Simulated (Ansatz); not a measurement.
## A series in volume scale on SnO₂

Free energy against uniform scaling of the volume at fixed shape and fractions; periodic cell, basis, potentials, k mesh and filling as listed. The results are calculated, by Ansatz 0.2.0.

The cell before it is scaled or strained (space group P6_3/mmc, No. 194):
```
cell vectors (Å)
   3.2413     0.0000     0.0000
  -1.6207     2.8071     0.0000
   0.0000     0.0000    10.8264
atoms (fractions of the cell vectors)
Sn  0.00000  0.00000  0.50000
Sn  0.00000  0.00000  0.00000
O   0.66667  0.33333  0.40586
O   0.66667  0.33333  0.09414
O   0.33333  0.66667  0.59414
O   0.33333  0.66667  0.90586
```

Settings of every row: functional PBEsol; dispersion none; potentials PAW; wave cutoff 500 eV; density cutoff 2000 eV; k mesh 12x12x2; k shift 0x0x0; occupations fixed; smearing width 0 eV; spin none; SCF threshold exponent -9.

Limits: stress loosely converged; the cell comes from a prototype or a list of computed structures and needn't be the stable phase.

| row | volume scale | V (Å³/atom) | pressure (GPa) | energy above lowest point (meV/atom) |
| --- | --- | --- | --- | --- |
| 1 | 0.9406 | 15.442 | 2.52 | 0.9 |
| 2 | 0.9703 | 15.93 | -1.82 | 0 |
| 3 | 1 | 16.418 | -5.46 | 11.3 |
| 4 | 1.0297 | 16.905 | -8.5 | 32.6 |
| 5 | 1.0594 | 17.393 | ? | ? |

Question: what pressure and energy above lowest point should row 5 give?

Worked fit of pressure. Take u = (V_r/V)^(2/3) − 1 with V_r = 16.174 Å³ an atom, which is twice the finite (Eulerian) strain; such expansions in the strain, on which the Birch-Murnaghan equation of state is built, carry the rest volume and the bulk modulus. The shown rows have u = 0.03136, 0.01019, -0.00993, -0.02904. Least squares give pressure = −3.721 + 181.09 × u + 570.9 × u² GPa; a straight line predicts inner rows, each left out in turn, worse (root mean square 0.33 against 0.0073 GPa). All shown rows lie on it to the printed digit. The pressure vanishes at u = 0.0194, or V = 15.72 Å³ an atom, and there the bulk modulus at fixed shape and fractions is B = −V dP/dV = (2/3)(1 + u) dP/du = 138 GPa. Letting shape and atoms relax would as a rule lower it, by much in layered, chain or molecular crystals. The withheld row has u = -0.04729, so the fit gives −3.721 + 181.09 × (-0.04729) + 570.9 × (-0.04729)² = -11.01 GPa.

The calculation gave -11.03 GPa. The fit lies 0.02 GPa (0.15 % of the column's range) above it; its largest miss of a shown row is 0.00 GPa. This row lies beyond the range of the fit.

Worked fit of energy above lowest point. Take u = (V_r/V)^(2/3) − 1 with V_r = 16.174 Å³ an atom, which is twice the finite (Eulerian) strain; such expansions in the strain, on which the Birch-Murnaghan equation of state is built, carry the rest volume and the bulk modulus. The shown rows have u = 0.03136, 0.01019, -0.00993, -0.02904. Least squares give energy above lowest point = 4.27 − 558.9 × u + 14380 × u² meV/atom; a straight line predicts inner rows, each left out in turn, worse (root mean square 8.3 against 0.14 meV/atom). The rows lie off it by 0.0, -0.1, 0.1, 0.0. Its lowest point lies at u = 0.0194, or V = 15.71 Å³ an atom, and the curvature there gives the bulk modulus at fixed shape and fractions, B = (4/9)(1 + u)² E″(u)/V = 135 GPa. Letting shape and atoms relax would as a rule lower it, by much in layered, chain or molecular crystals. The withheld row has u = -0.04729, so the fit gives 4.27 − 558.9 × (-0.04729) + 14380 × (-0.04729)² = 62.9 meV/atom.

The calculation gave 62.5 meV/atom. The fit lies 0.4 meV/atom (0.64 % of the column's range) above it; its largest miss of a shown row is 0.1 meV/atom. This row lies beyond the range of the fit.
